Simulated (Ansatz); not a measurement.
What does this script print? It uses Ansatz 0.2.0, Python API.

`dfpt_mos2.py`
```python
"""DFPT phonons of MoS2."""

from pathlib import Path

import ansatz
import numpy as np


def main() -> None:
    vectors = np.array([
        [1.58, 0.912213, 6.15],
        [-1.58, 0.912213, 6.15],
        [0.0, -1.824427, 6.15],
    ])
    structure = (
        ansatz.Lattice.of(vectors)
        .atom("Mo", (0.0, 0.0, 0.0))
        .atom("S", (0.25, 0.25, 0.25))
        .atom("S", (0.417, 0.417, 0.417))
    )

    calculation = (
        structure.calculation()
        .functional("pbe")
        .basis(470, xc_grid=1)
        .occupations("cold")
        .scf(max_iterations=60, lower_state_search="standard")
        .kpoints(12, 12, 12)
        .phonons("dfpt", points=[(0, 0, 0), (0, 0, 0.5), (0.5, 0.5, 0.5)])
    )
    out = calculation.run(threads=1, runs_dir="runs")
    ph = out.phonons

    for q in ph.qpoints:
        print("q =", np.round(q.q_frac, 3), "1/cm:", " ".join(f"{w:.1f}" for w in q.omega_inv_cm))


if __name__ == "__main__":
    main()
```

```console
$ python dfpt_mos2.py
q = [0. 0. 0.] 1/cm: -0.0 0.0 0.0 291.4 291.4 388.8 388.8 419.0 474.6
q = [0.  0.  0.5] 1/cm: 152.5 165.7 236.2 311.9 337.1 363.4 370.8 395.4 418.4
q = [0.5 0.5 0.5] 1/cm: 28.6 28.6 50.4 288.4 288.4 389.8 389.8 413.4 479.5
```

Reading the output:
- These settings explore the input space; cutoff and mesh may be short of convergence.
- No spin polarisation was allowed.
- The cell isn't relaxed first, so the values belong to this volume.
- The structure is a deposited one; some such entries were measured under pressure or heat, so a shift against it needn't be the functional's error alone.
- The structure is taken as given; imaginary modes can come from an unrelaxed or unstable start. Phonons of metals also depend on mesh and smearing.
- Hardware and time: 31 min on 1 thread of Arm Neoverse V1 (shared host), peak memory 1.7 GiB.

(Lines on the test bed's own set-up are left out of the output.)
